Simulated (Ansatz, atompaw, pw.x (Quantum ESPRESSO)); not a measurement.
## W (Z = 74): does the PAW (atompaw) potential hold in the solid?

- Element: W (Z = 74)
- Generator: atompaw 4.2.0.5
- Type: PAW
- Functional: PBE
- Relativity: scalar-relativistic
- Frozen core: [Kr] 4d10 4f14
- Valence charge: 14
- Reference configuration: 5s2 5p6 5d4 6s2 6p0
- Partial waves: 5s (bound): rc 1.20 bohr; 6s (bound): rc 2.55 bohr; 5p (bound): rc 2.25 bohr; 6p (bound, empty): rc 2.55 bohr; 5d (bound): rc 2.55 bohr; 5d channel at 0.2 Ry: rc 2.55 bohr
- Local potential: bessel scheme, radius 1.75 bohr
- Core correction: smooth core density matched at 2.20 bohr
- Augmentation charge: besselshape compensation charge, radius 1.95 bohr; PAW radius 2.55 bohr; waves and projectors: custom polynom vanderbiltortho

Atomic tests: cutoffs needed: 40 Ry and 80 Ry (the cutoffs (Ry, on a coarse ladder) from which the occupation-weighted sum of valence levels, in a spherical-Bessel basis at the reference potential, stays within 10 and 1 mRy of its value at 400 Ry); ghost test: no extra level below or beside the all-electron valence levels (s, p, d, f tested) (spherical-Bessel basis up to 400 Ry, 20 bohr box); lowest eigenvalue of the overlap operator: 0.52 (s channel).

Crystal test: sc W in pw.x 7.5, no spin, 12³ k-points, Fermi–Dirac smearing 0.01 Ry, cutoffs 100/900 Ry. The reference is all-electron LAPW (Ansatz 0.2.0) with the same functional, mesh and smearing; V0 and B0 come from Birch–Murnaghan fits to the pressures at five volumes. Errors are pseudo minus all-electron; Δ is the rms difference of the E(V) curves that follow from these fits, minima aligned, over ±6 % about the mean V0. Mesh and smearing are coarse, so the numbers serve the comparison and aren't converged zero-temperature values; the lattice is a test structure that the element need not adopt.

All-electron: a0 = 2.638 Å (V0 = 18.36 Å³/atom), B0 = 216.4 GPa.

Task: How far does the potential miss the all-electron equation of state?

Result: mean pressure error (GPa): -0.53; a0 (Å): 2.636; a0 error (%): -0.08; B0 error (%): +0.3; Δ (meV/atom): 2.2.

| V (Å³/atom) | P all-electron (GPa) | P pseudo (GPa) |
| --- | --- | --- |
| 17.612 | 9.79 | 9.18 |
| 18.076 | 3.46 | 2.89 |
| 18.539 | -2.09 | -2.61 |
| 19.002 | -6.95 | -7.43 |
| 19.466 | -11.21 | -11.65 |

Task: At the middle volume, how do free energy and pressure move when the wave cutoff is lowered (ecutrho held at 900 Ry)?

Result:

| cutoff (Ry) | shift of F (meV/atom) | shift of P (GPa) |
| --- | --- | --- |
| 45 | +54.7 | -1.41 |
| 60 | +38.1 | -0.53 |
| 80 | +5.0 | -0.39 |

The run at the middle volume (84 k-points, 7 iterations) took about 20 s on one core of a shared host (Intel(R) Xeon(R) 6975P-C, 192 threads, 1512 GiB, load 94).
